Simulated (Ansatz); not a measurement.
# Calculated electric field gradients for HfO₂

The cell is an entry of the Crystallography Open Database (COD), its atoms then relaxed with PBE in this cell.

Space group P2_1/c (No. 14); a = 5.1180, b = 5.1857, c = 5.2841 Å, β = 99.35°.

| site | Wyckoff | site symmetry | x | y | z |
| --- | --- | --- | --- | --- | --- |
| Hf | 4e | 1 | 0.2767 | 0.0419 | 0.2081 |
| O5 | 4e | 1 | 0.4466 | 0.7584 | 0.4803 |
| O9 | 4e | 1 | 0.0726 | 0.3393 | 0.3389 |

One atom of each set is listed.

Method: Kohn–Sham DFT in Ansatz, PBE, plane waves and PAW, scalar-relativistic, 420 eV cutoff, Γ-centred 6×6×6 k-points, Fermi–Dirac smearing 0.02 eV.

Conventions: |V_zz| ≥ |V_yy| ≥ |V_xx|, η = (V_xx − V_yy)/V_zz, C_Q = eQV_zz/h. ν_Q = 3|C_Q|/[2I(2I − 1)].

¹⁷⁷Hf: I = 7/2, Q = 3365 mb; ¹⁷O: I = 5/2, Q = -25.58 mb. Nuclear quadrupole moments: year-2017 set (Pyykkö).

Q: Which values are expected at the nuclei?

A: 

```tsv
site	atoms	first shell	C_Q (MHz)	η	ν_Q (MHz)
Hf	4	7 O at 2.04–2.24 Å	1032	0.16	73.7
O5	4	4 Hf at 2.14–2.24 Å	-0.661	1.00	0.099
O9	4	3 Hf at 2.04–2.15 Å	0.816	0.88	0.122
```

At this cell the principal stresses reach 5 GPa in size with PBE, which can matter for small gradients. Without spin–orbit coupling the gradients at and beside Hf can be off by some per cent, at some sites by more. Where η is near 1 the sign of V_zz means little.
